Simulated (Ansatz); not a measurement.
Input of an Ansatz 0.2.0 run:

File input.yaml:

```yaml
crystal:
  lattice:
    - [0.0, 2.09130951, 2.09130951]
    - [2.09130951, 0.0, 2.09130951]
    - [2.09130951, 2.09130951, 0.0]
  atoms:
    - { symbol: Ni, position: [0.0, 0.0, 0.0], spin: 1.0 }
    - { symbol: O, position: [0.5, 0.5, 0.5] }
hamiltonian:
  xc: pbe
  pseudopotentials: { kind: paw }
  hubbard: { sites: [{ species: Ni, l: d, u_eff: 8.0 }] }
magnetization:
  spin_polarized: true
kpoints:
  mp_grid: { grid: [11, 11, 11] }
  band_path:
    path:
      - [[0.0, 0.0, 0.0], [0.5, 0.0, 0.5], [0.5, 0.25, 0.75], [0.375, 0.375, 0.75], [0.0, 0.0, 0.0], [0.5, 0.5, 0.5], [0.625, 0.25, 0.625], [0.5, 0.25, 0.75], [0.5, 0.5, 0.5], [0.375, 0.375, 0.75]]
      - [[0.625, 0.25, 0.625], [0.5, 0.0, 0.5]]
    npoints: 14
scf:
  occupations: { method: fermi_dirac, width: 0.05 }
  n_extra_bands: 6
output:
  forces: true
  stress: true
  eigenvalues: true
  fatbands: false
```

Potentials or basis: Ansatz PAW.

Run with:

```bash
$ ansatz run input.yaml --threads 2 --pin off --max-ram 5632MiB --backend cpu --events-out ev --progress --plain --runs-dir out
```

(1) Estimate the pressure.

(2) What does it give for the band gap on the k mesh?

(3) Predict the band gap along the path.

## Answers

(1) 14.3 GPa.

(2) 2.40 eV, indirect (least direct gap 3.59 eV).

(3) 2.37 eV, indirect (least direct gap 3.59 eV).

Caveat: the magnetic or orbital state may not be the lowest; the pressure holds a Pulay correction of +0.7 GPa for the finite cutoff; a cell with one magnetic atom can't hold antiferromagnetic order, which such compounds often take.
